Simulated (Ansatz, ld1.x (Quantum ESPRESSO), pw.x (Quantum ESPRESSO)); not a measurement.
## pw.x on bcc Al: one setting changed

Potential: ultrasoft, ld1.x (Quantum ESPRESSO) 7.5, PBE; core [Ne], reference 3s2 3p0; waves: 3s (bound): rcut 1.75, rcutus 2.00 bohr; 3s channel at 2.05 Ry: rcut 1.75, rcutus 2.00 bohr; 3p (bound, empty): rcut 2.40, rcutus 2.85 bohr; 3p channel at 1.7 Ry: rcut 2.40, rcutus 2.85 bohr; 3d channel at 0.2 Ry: rcut 1.85, rcutus 2.15 bohr; local part: all-electron potential smoothed inside 2.55 bohr (lloc = -1); core correction: a·sin(br)/r model core inside 1.50 bohr; augmentation: PSQ, inside the norm-conserving radii.

The reference run (k-mesh 14³, cutoffs 40/320 Ry, Fermi–Dirac 0.01 Ry, mixing_beta 0.4, conv_thr 1e-9, no spin) gives 0.57 GPa at 16.945 Å³/atom, where all-electron LAPW gives 0.07 GPa. This run, with its own iteration cap, changes k-mesh points per axis to 20.

```
&control
  calculation='scf', prefix='x', pseudo_dir='./', outdir='./tmp', tstress=.true., disk_io='none'
/
&system
  ibrav=0, nat=1, ntyp=1, ecutwfc=40, ecutrho=320, nbnd=8,
  occupations='smearing', smearing='fd', degauss=0.01
/
&electrons
  conv_thr=1e-09, mixing_beta=0.4, electron_maxstep=60
/
ATOMIC_SPECIES
Al 1.0 Al.UPF
CELL_PARAMETERS angstrom
  -1.61805716 1.61805716 1.61805716
  1.61805716 -1.61805716 1.61805716
  1.61805716 1.61805716 -1.61805716
ATOMIC_POSITIONS crystal
Al 0.0000 0.0000 0.0000
K_POINTS automatic
20 20 20 0 0 0
```

```bash
pw.x < Al.scf.in > Al.scf.out
```

Task: How does the run end?

Result: It converges in 6 iterations; the free energy moves by +3.7 meV/atom and the pressure by -0.09 GPa.

```
Message from routine setup:
     using ibrav=0 with symmetry is DISCOURAGED, use correct ibrav instead
     lattice parameter (alat)  =       5.2961  a.u.
     unit-cell volume          =     114.3505 (a.u.)^3
     number of electrons       =         3.00
     number of Kohn-Sham states=            8
     kinetic-energy cutoff     =      40.0000  Ry
     charge density cutoff     =     320.0000  Ry
     scf convergence threshold =      1.0E-09
     Exchange-correlation= PBE
     number of k points=   256  Fermi-Dirac smearing, width (Ry)=  0.0100
     iteration #  1     ecut=    40.00 Ry     beta= 0.40
     total energy              =      -4.70823044 Ry
     estimated scf accuracy    <       0.02680914 Ry
     iteration #  2     ecut=    40.00 Ry     beta= 0.40
     total energy              =      -4.70901169 Ry
     estimated scf accuracy    <       0.00970155 Ry
     iteration #  3     ecut=    40.00 Ry     beta= 0.40
     total energy              =      -4.70923601 Ry
     estimated scf accuracy    <       0.00001042 Ry
     iteration #  4     ecut=    40.00 Ry     beta= 0.40
     total energy              =      -4.70923941 Ry
     estimated scf accuracy    <       0.00000531 Ry
     iteration #  5     ecut=    40.00 Ry     beta= 0.40
     total energy              =      -4.70923959 Ry
     estimated scf accuracy    <          1.1E-09 Ry
     iteration #  6     ecut=    40.00 Ry     beta= 0.40
     the Fermi energy is     7.6726 ev
!    total energy              =      -4.70923960 Ry
     estimated scf accuracy    <          4.6E-11 Ry
     smearing contrib. (-TS)   =      -0.00193808 Ry
     The total energy is F=E-TS. E is the sum of the following terms:
     one-electron contribution =       2.89750506 Ry
     hartree contribution      =       0.00203325 Ry
     xc contribution           =      -2.25097382 Ry
     ewald contribution        =      -5.35586600 Ry
     convergence has been achieved in   6 iterations
          total   stress  (Ry/bohr**3)                   (kbar)     P=        4.80
     Message from routine punch:
     Nothing written, as per user request (disk_io='none')
```

The run took about 14 s on one core of a shared host (Neoverse-V1, 32 threads, 247 GiB, load 29).
